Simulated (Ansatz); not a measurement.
# Electron–phonon scattering in Ag-Os-Ag stack of (111) layers

The plan: relax Ag-Os-Ag stack of (111) layers, check its phonons, and, if the lattice is stable, compute its Eliashberg function and ρ(T).

Calculated with Ansatz 0.2.0; DFT PBE, scalar-relativistic, plane waves, PAW; PAW set soft_1.

Report form: the programs' logs are mostly left out.

## 1. Starting point

The cell holds 3 atoms: 2 Ag and 1 Os. Its edges and angles: a = 2.709 Å, b = 2.709 Å, c = 15.425 Å, α = 90.0°, β = 90.0°, γ = 120.0°. Vacuum lies along c.

## 2. A first look on a coarse mesh

A single point on a coarse mesh shows the starting pressure, whether the crystal is a metal and what a step costs.

The input, input.yaml:

```yaml
crystal:
  lattice:
    - [2.70946, 0.0, 0.0]
    - [-1.35473, 2.34646, 0.0]
    - [0.0, 0.0, 15.42453]
  atoms:
    - { symbol: Ag, position: [0.0, 0.0, 0.3565748] }
    - { symbol: Os, position: [0.33333333, 0.66666667, 0.5] }
    - { symbol: Ag, position: [0.66666667, 0.33333333, 0.6434252] }
  periodic: [true, true, false]
kpoints:
  mp_grid: { grid: [9, 9, 1] }
hamiltonian:
  xc: pbe
  pseudopotentials: { kind: paw, azcp: { folder: soft_1 } }
scf:
  occupations: { method: gaussian, width: 0.1 }
output:
  forces: true
  stress: true
  eigenvalues: true
```

The run is started by

```bash
ansatz run input.yaml --threads 4 --pin off --max-ram 12288MiB --backend cpu --events-out ev --progress --plain --runs-dir out
```

Wall time 2.6 s (4 threads of Arm Neoverse V1, shared host); peak memory 0.54 GiB.

This step gave:

```
metallic on mesh  : yes
gap on the k-mesh : 0 eV
```

## 3. Rough relaxation

Large forces or a large pressure at the start call for a first relaxation with loose thresholds.

input.yaml, as its differences from that of step 2:

```diff
@@ -21 +21,6 @@
   eigenvalues: true
+relax:
+  adjacent_minimum: "off"
+  f_tol: 0.05
+  max_steps: 80
+  cell: { stress_2d_tol: 0.02 }
```

The job ended after 14 s (4 threads; peak memory 0.57 GiB; 52 s of CPU time).

Relaxation path:

```tsv
step	energy less that of the first step (eV)	largest force component (eV/Å)	volume (Å³)
1	0.0000	1.6735	207.57
2	-0.3918	0.1371	214.90
3	-0.3975	0.0616	213.86
4	-0.3992	0.0027	212.98
5	-0.3993	0.0000	212.91
6*	-0.4001	0.0001	212.91
7	-0.4001	0.0001	212.87
8*	-0.4001	0.0001	212.87
```

Relaxation steps marked * repeat the geometry before them on a plane-wave basis chosen anew for their cell, so energy and pressure can jump there.

Forces are held to the 12 operations that the run works with; a distortion that breaks them can't arise in this run.

```tsv
cell as run	before	after	change
a (Å)	2.709	2.744	+1.3 %
b (Å)	2.709	2.744	+1.3 %
```

The atoms that moved most (Å, along periodic axes as changes of fractional coordinates times the final cell, across vacuum about the mean position):

```tsv
atom	dx	dy	dz	length
Ag3	0.000	0.000	0.238	0.238
Ag1	0.000	0.000	-0.238	0.238
```

Final coordinates:

```xyz
3
Lattice="2.7438 0.0000 0.0000 -1.3719 2.3762 0.0000 0.0000 0.0000 32.6491" Properties=species:S:1:pos:R:3
Ag    0.0000    0.0000    5.2624
Os    0.0000    1.5841    7.7123
Ag    1.3719    0.7921   10.1621
```

The relaxation ends with a largest force component of 1.1e-4 eV/Å.

## 4. Relaxing cell and atoms

Lattice constant and positions set the bands and the force constants, so the cell is relaxed first.

input.yaml, the sections that differ from step 3:

```yaml
crystal:
  lattice:
    - [2.7437994899, 0.0, 0.0]
    - [-1.371899745, 2.3762000612, 0.0]
    - [0.0, 0.0, 32.6490652006]
  atoms:
    - { symbol: Ag, position: [0.0, 0.0, 0.1611820164] }
    - { symbol: Os, position: [0.3333333333, 0.6666666667, 0.2362170234] }
    - { symbol: Ag, position: [0.6666666667, 0.3333333333, 0.3112520305] }
  periodic: [true, true, false]
kpoints:
  mp_grid: { grid: [12, 12, 1] }
relax:
  adjacent_minimum: "off"
  f_tol: 0.005
  max_steps: 80
  cell: { stress_2d_tol: 0.02 }
# hamiltonian, scf, output: as in step 3
```

The job ended after 12 s (4 threads; peak memory 0.59 GiB).

Step by step:

```tsv
step	energy less that of the first step (eV)	largest force component (eV/Å)	volume (Å³)
1	0.0000	0.0197	212.87
2	0.0001	0.0276	212.96
3	-0.0001	0.0002	212.83
4	-0.0001	0.0002	212.83
```

The log counts 1 steps on a newly chosen plane-wave basis, not all of them marked here; energy and pressure can jump at such steps. Relaxation step 2 was tried and not accepted.

```tsv
cell as run	before	after	change
a (Å)	2.744	2.744	-0.0 %
b (Å)	2.744	2.744	-0.0 %
```

The relaxed structure:

```cif
data_structure
_symmetry_space_group_name_H-M 'P 1'
_symmetry_Int_Tables_number 1
_cell_length_a 2.7435
_cell_length_b 2.7435
_cell_length_c 32.6491
_cell_angle_alpha 90.000
_cell_angle_beta 90.000
_cell_angle_gamma 120.000
_cell_volume 212.83
loop_
_atom_site_label
_atom_site_type_symbol
_atom_site_fract_x
_atom_site_fract_y
_atom_site_fract_z
_atom_site_occupancy
Ag1 Ag 0.00000 0.00000 0.16100 1
Os2 Os 0.33333 0.66667 0.23622 1
Ag3 Ag 0.66667 0.33333 0.31143 1
```

## 5. Relaxing tightly for phonons

Residual forces and stress shift phonon frequencies, so the cell is relaxed again, with tight thresholds and the mesh and smearing of this input.

input.yaml, the sections that differ from step 4:

```yaml
crystal:
  lattice:
    - [2.743536623, 0.0, 0.0]
    - [-1.3717683115, 2.3759724117, 0.0]
    - [0.0, 0.0, 32.6490652006]
  atoms:
    - { symbol: Ag, position: [0.0, 0.0, 0.1610039365] }
    - { symbol: Os, position: [0.3333333333, 0.6666666667, 0.2362170234] }
    - { symbol: Ag, position: [0.6666666667, 0.3333333333, 0.3114301103] }
  periodic: [true, true, false]
scf:
  occupations: { method: methfessel_paxton, width: 0.2 }
relax:
  adjacent_minimum: "off"
  f_tol: 0.001
  max_steps: 60
  cell: { stress_2d_tol: 0.002 }
# kpoints, hamiltonian, output: as in step 4
```

Wall time 13 s (4 threads); peak memory 0.59 GiB.

Little changed from the start: no atom moved by 0.005 Å and no cell edge by 0.1 %.

## 6. Lattice stability: q 2×2×1, k 6×6×1

Couplings are defined for a stable lattice alone, so phonons come first.

The input, input.yaml:

```yaml
crystal:
  lattice:
    - [2.7426400609, 0.0, 0.0]
    - [-1.3713200305, 2.3751959662, 0.0]
    - [0.0, 0.0, 32.6490652006]
  atoms:
    - { symbol: Ag, position: [0.0, 0.0, 0.1609410931] }
    - { symbol: Os, position: [0.3333333333, 0.6666666667, 0.2362170234] }
    - { symbol: Ag, position: [0.6666666667, 0.3333333333, 0.3114929537] }
  periodic: [true, true, false]
kpoints:
  mp_grid: { grid: [6, 6, 1] }
hamiltonian:
  xc: pbe
  pseudopotentials: { kind: paw, azcp: { folder: soft_1 } }
scf:
  occupations: { method: methfessel_paxton, width: 0.2 }
output:
  eigenvalues: true
phonons:
  method: dfpt
  qmesh: [2, 2, 1]
  temperatures: { t_max: 1000, t_step: 50 }
  qpath:
    path:
      - [0.0, 0.0, 0.0]
      - [0.5, 0.0, 0.0]
      - [0.33333333, 0.33333333, 0.0]
      - [0.0, 0.0, 0.0]
    npoints: 10
```

The job ended after 49 s (4 threads; peak memory 0.88 GiB; 3 min of CPU time).

Numbers from this step:

- share of imaginary modes in the plain interpolation between solved wavevectors: 0.0106
- highest frequency, solved or plainly interpolated: 219.4 cm⁻¹

Solved on the 2×2×1 mesh alone; all other wavevectors are interpolated. The phonon branches at the labelled points (cm⁻¹):

```tsv
point	branch 1	branch 2	branch 3	branch 4	branch 5	branch 6	branch 7	branch 8	branch 9
Γ	0	0	0	44	44	62	62	102	126
halfway	40	61	62	91	98	107	125	158	160
M	-17	81	83	118	122	125	135	218	219
halfway	16	62	100	118	131	149	152	211	211
K	41	41	113	113	134	187	187	188	190
halfway	41	56	78	104	110	116	129	169	171
Γ	0	0	0	44	44	62	62	102	126
```

Lowest modes at the softest wavevector of the mesh. Modes at q = (0.500, 0.000, 0.000), with each element's share of the kinetic energy (negative means imaginary):

```tsv
mode	frequency (cm⁻¹)	Ag %	Os %
1	-16.8	70	30
2	80.7	100	0
3	82.7	10	90
4	117.9	25	75
5	122.3	100	0
6	124.6	90	10
```

Displacements in mode 1 (-16.8 cm⁻¹), the largest set to 1, in the home cell:
```
Ag1  0.01  0.01 -1.00
Os2 -0.61 -0.35 -0.08
Ag3  0.01  0.01 -1.00
```

Displacements in mode 5 (122.3 cm⁻¹), the largest set to 1, in the home cell:
```
Ag1 -0.58  1.00  0.00
Os2  0.00  0.00  0.00
Ag3  0.58 -1.00  0.00
```

Among the solved wavevectors the lowest mode, translations apart, is -16.8 cm⁻¹, imaginary.

## 7. Lattice stability: q 3×3×1, k 9×9×1

An imaginary mode on so few k-points may come from the sampling, so the phonons are repeated with another q and k mesh.

input.yaml, as its differences from that of step 6:

```diff
@@ -11,3 +11,3 @@
 kpoints:
-  mp_grid: { grid: [6, 6, 1] }
+  mp_grid: { grid: [9, 9, 1] }
 hamiltonian:
@@ -21,3 +21,3 @@
   method: dfpt
-  qmesh: [2, 2, 1]
+  qmesh: [3, 3, 1]
   temperatures: { t_max: 1000, t_step: 50 }
```

The job ended after 2.7 min (4 threads; peak memory 1.2 GiB).

This step gave:

```
zero point energy                                                              : 0.05916 eV/cell
share of imaginary modes in the plain interpolation between solved wavevectors : 0
highest frequency, solved or plainly interpolated                              : 220 cm⁻¹
```

Solved on the 3×3×1 mesh alone; all other wavevectors are interpolated. The phonon branches at the labelled points (cm⁻¹):

```tsv
point	branch 1	branch 2	branch 3	branch 4	branch 5	branch 6	branch 7	branch 8	branch 9
Γ	0	0	0	43	43	61	61	98	129
halfway	40	60	67	91	94	104	122	158	162
M	36	45	65	75	120	121	143	219	220
halfway	32	33	54	84	128	146	146	210	211
K	27	30	30	102	102	185	185	187	187
halfway	40	61	68	100	108	110	125	169	172
Γ	0	0	0	43	43	61	61	98	129
```

Lowest modes at the softest wavevector of the mesh. The modes at q = (-0.333, -0.333, 0.000) (shares of kinetic energy by element, %):

```tsv
mode	frequency (cm⁻¹)	Ag %	Os %
1	27.3	1	99
2	29.8	56	44
3	29.8	56	44
4	101.6	44	56
5	101.6	44	56
6	184.7	99	1
```

Displacements in mode 1 (27.3 cm⁻¹), the largest set to 1, in the home cell (x, y, z of the real part, then of the imaginary part):
```
Ag1  0.00 -0.07  0.00 -0.07  0.00  0.00
Os2  0.00  0.00 -1.00  0.00  0.00  0.00
Ag3 -0.06  0.03  0.00 -0.03 -0.06  0.00
```

Displacements in mode 6 (184.7 cm⁻¹), the largest set to 1, in the home cell (x, y, z of the real part, then of the imaginary part):
```
Ag1  0.00  1.00  0.00  1.00  0.00  0.00
Os2  0.00  0.00 -0.15  0.00  0.00  0.00
Ag3  0.87 -0.50  0.00  0.50  0.87  0.00
```

Among the solved wavevectors the lowest mode, translations apart, is 27.3 cm⁻¹, so these are real on this k mesh. This mesh lacks the wavevector at which the coarser one was unstable.

## 8. Electron–phonon run: q 3×3×1, k 9×9×1, scattering 18×18×1

Phonons, couplings and the Boltzmann equation in one run.

input.yaml, as its differences from that of step 7:

```diff
@@ -30 +30,5 @@
     npoints: 10
+  electrical_resistivity:
+    mesh: [18, 18, 1]
+    temperatures: [20.0, 50.0, 77.0, 100.0, 150.0, 200.0, 300.0, 400.0, 600.0, 800.0]
+  superconductivity: { mesh: [18, 18, 1] }
```

The job ended after 4 min (4 threads; peak memory 2.3 GiB; 15 min of CPU time).

This step gave:

```
cell height                          : 32.65 Å
sheet resistance 300K                : 497 Ω/square, mean in the plane
resistivity at 300 K                 : 162.3 μΩ cm, mean of the axes, of the whole cell with its vacuum
coupling constant λ                  : 2.116
density of states at the Fermi level : 1.358 states/eV a spin and cell
log mean phonon energy ħω_log        : 4.776 meV
transport coupling constant λ_tr     : 2.198, 2.198, 0 (xx, yy, zz)
Drude plasma energy                  : 3.429, 3.429, 0 eV (xx, yy, zz), of the whole cell with its vacuum
second-moment phonon energy ħω₂      : 6.081 meV
```

The Eliashberg function α²F has structure finer than the step of the table below, so its rows give means over 1 meV, whole bins alone (the curve runs from 0.107 to 27.2 meV). Peaks (meV: height): α²F 3.1: 1.80, 3.9: 1.23, 4.6: 1.32, 8.0: 0.963; α²F tr 3.1: 1.10, 5.0: 1.50, 8.0: 1.12, 11.2: 0.257, 15.4: 0.531, 17.2: 0.459.

The Eliashberg function α²F by phonon energy; means over each step:

```tsv
phonon energy (meV)	α²F	α²F tr
1	2.5e-4	9.3e-5
2	0.00169	7.5e-4
3	0.828	0.555
4	1.05	1.04
5	1.08	1.24
6	0.581	0.655
7	0.405	0.566
8	0.565	0.711
9	0.0238	0.0264
10	0.114	0.116
11	0.158	0.209
12	0.106	0.112
13	0.0976	0.104
14	0.0661	0.0896
15	0.152	0.336
16	0.140	0.316
17	0.150	0.382
18	0.0350	0.0843
19	0.00874	0.0134
20	0.00859	0.0112
21	0.00839	0.00943
22	0.00803	0.00778
23	0.00707	0.00796
24	0.0127	0.0146
25	0.0197	0.0230
26	0.0143	0.0168
```

The self-energy step met imaginary modes, so this run fell back to plain Fourier phonons and is not comparable with runs that kept it. Some states were left unconverged by the eigensolver. By its own test the run is not converged in the mesh. λ = 2.12 and 497 Ω per square at 300 K. The run's own test puts 20 % between its two finest meshes on the component of the resistivity at 300 K that moves most, so it is not converged. By the run's own test λ moves by 8 % between its two finest scattering meshes. A coarser mesh gave an imaginary mode at a wavevector that this mesh lacks.

(Part 1 of 2 ends here.)

[Logs are printed without paths, hosts, clocks, repeated set-up lines and the standing remarks that a program may print on its own settings, such as how far it seeks lower states.]

[Hosts, paths, dates, database ids (printed as entryN), source tags and the programs' standing remarks are cut or masked in the printed files.]
